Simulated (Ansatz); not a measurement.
# Sn: the equilibrium cell

The equilibrium cell and energy of Sn in the structure given, which may be a polymorph.

Method: DFT PBE+D3(BJ), scalar-relativistic, plane waves, PAW, in Ansatz 0.2.0.

## Step 1: The starting structure

The structure is orthorhombic, space group Immm (No. 71). Conventional cell: a = 3.382 Å, b = 3.909 Å, c = 4.216 Å, α = 90.00°, β = 90.00°, γ = 90.00°. Sn (site symmetry mmm) is surrounded by 10 Sn at 3.34 to 3.38 Å.

As a file:

```cif
data_structure
_symmetry_space_group_name_H-M 'Immm'
_symmetry_Int_Tables_number 71
_cell_length_a 3.3824
_cell_length_b 3.9093
_cell_length_c 4.2157
_cell_angle_alpha 90.000
_cell_angle_beta 90.000
_cell_angle_gamma 90.000
_cell_volume 55.74
loop_
_atom_site_label
_atom_site_type_symbol
_atom_site_symmetry_multiplicity
_atom_site_Wyckoff_symbol
_atom_site_fract_x
_atom_site_fract_y
_atom_site_fract_z
_atom_site_occupancy
Sn1 Sn 2 a 0.00000 0.00000 0.00000 1
```

Source of the structure: the Materials Project (structure only).

(A quick probe on a coarse mesh, which set the mesh and smearing, is not shown.)

## Step 3: Full relaxation

File input.yaml:

```yaml
crystal:
  lattice:
    - [-1.69122, 1.954661, 2.10787]
    - [1.69122, -1.954661, 2.10787]
    - [1.69122, 1.954661, -2.10787]
  atoms:
    - { symbol: Sn, position: [0.0, 0.0, 0.0] }
basis:
  ecutwfc: 420
kpoints:
  mp_grid: { grid: [16, 16, 16] }
hamiltonian:
  xc: pbe
  dispersion: d3bj
scf:
  occupations: { method: gaussian, width: 0.1 }
output:
  forces: true
  stress: true
  eigenvalues: true
relax:
  adjacent_minimum: "off"
  f_tol: 0.005
  max_steps: 80
  cell: { stress_tol: 0.05 }
```

**Question.** What will these runs give? Wanted: relaxed cell; volume; energy, smearing taken to zero; gap on the mesh; remaining pressure.

The runs gave:

```
                      quantity                                                                      value
   relaxed cell (conventional)  a = 3.950 Å, b = 3.950 Å, c = 3.407 Å, α = 90.00°, β = 90.00°, γ = 90.00°
          space group (0.01 Å)                                                           I4/mmm (No. 139)
                        volume                                                              26.58 Å³/atom
energy, smearing taken to zero                                                         -6024.5350 eV/atom
               gap on the mesh                                                               none (metal)
            remaining pressure                                                                   0.00 GPa
```

**Reading.** The relaxed volume is 4.6 % smaller than at the start. It is a metal on this mesh.
